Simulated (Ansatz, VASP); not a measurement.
# Two plane-wave programs on AlN

File INCAR:

```
SYSTEM = AlN
  ALGO = Normal
  EDIFF = 1E-7
  ENCUT = 520
  GGA = PE
  ISIF = 2
  ISMEAR = 0
  LASPH = .True.
  LCHARG = .False.
  LREAL = .False.
  LWAVE = .False.
  NBANDS = 11
  NELM = 80
  PREC = Accurate
  SIGMA = 0.05
```

The input KPOINTS:

```
k-points
0
Gamma
  10 10 10
  0 0 0
```

POSCAR

```
AlN
1.0
    0.0000000000      2.1839935596      2.1839935596
    2.1839935596      0.0000000000      2.1839935596
    2.1839935596      2.1839935596      0.0000000000
Al N
1 1
Direct
   -0.0198266474     -0.0198266474     -0.0198266474
    0.7500000000      0.7500000000      0.7500000000
```

Input for Ansatz:

```yaml
crystal:
  lattice:
    - [0.0, 2.1839935596, 2.1839935596]
    - [2.1839935596, 0.0, 2.1839935596]
    - [2.1839935596, 2.1839935596, 0.0]
  atoms:
    - { symbol: Al, position: [-0.0198266474, -0.0198266474, -0.0198266474] }
    - { symbol: "N", position: [0.75, 0.75, 0.75] }
basis:
  ecutwfc: 420
kpoints:
  mp_grid: { grid: [10, 10, 10] }
hamiltonian:
  xc: pbe
scf:
  occupations: { method: gaussian, width: 0.05 }
output:
  forces: true
  stress: true
  eigenvalues: true
```

Change from the starting cell: all Al atoms moved -0.150 Å, as atom 1 along Cartesian [1 1 1].

Alike in both runs: task single point; functional PBE; k mesh 10 × 10 × 10; occupations gaussian, width 0.05 eV; no spin polarisation.

```csv
,VASP,Ansatz
version,VASP 6.6.1,Ansatz 0.2.0
potentials or method,"VASP PAW PBE potentials, release 64 (Al, N)","scalar-relativistic, plane waves, PAW"
plane-wave cutoff (eV),520,420
valence electrons in the cell,8,8
```

|  | VASP | Ansatz | Ansatz less VASP |
| --- | --- | --- | --- |
| gap on the k mesh at the Fermi level (eV) | 3.10 | 3.11 | +0.009 |
| least direct gap on the mesh (eV) | 3.94 | 3.93 | -0.010 |
| pressure (GPa) | 8.2 | 8.4 | +0.21 |
| largest component of the traceless stress (GPa) | 9.02 | 8.94 | -0.082 |
| rms of the force components (eV/Å) | 1.828 | 1.818 | -0.0102 |

Atom by atom the forces differ by 0.010 eV/Å (rms over components). With one functional, cell and mesh, what is left measures potentials, basis and numerics.

Caveats: forces of over 1 eV/Å show positions far from the minimum, so gaps and moduli don't describe the material at rest. A k mesh can miss the band edges.
